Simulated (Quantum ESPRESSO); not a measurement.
Te:

```
Te
1.0
     3.82029   -2.14820    0.00000
     3.82029    2.14820    0.00000
    -0.09429    0.00000    5.97609
Te
3
Direct
  0.00000 0.00000 0.00000
  0.30945 0.30945 0.33881
  0.69055 0.69055 0.66119
```

This isn't the form of Te at room conditions, which is trigonal, of chains.

Base run:

```yaml
Program: Quantum ESPRESSO 7.5
Functional: LDA
Potentials_or_basis: GBRV 1.5 LDA
Cutoff: 612 eV
Density_cutoff: 4898 eV
k_mesh: 7 × 7 × 5
Occupations: fermi-dirac, width 0.05 eV
Spin: no spin polarisation
```

Its results: pressure -3.0 GPa; largest force 0.119 eV/Å.

The run is repeated on the same cell with these changes: functional from LDA to PBEsol; potentials or basis from GBRV 1.5 LDA to GBRV 1.5 PBEsol. What comes out?

Pressure -2.1 GPa; largest force 0.136 eV/Å.
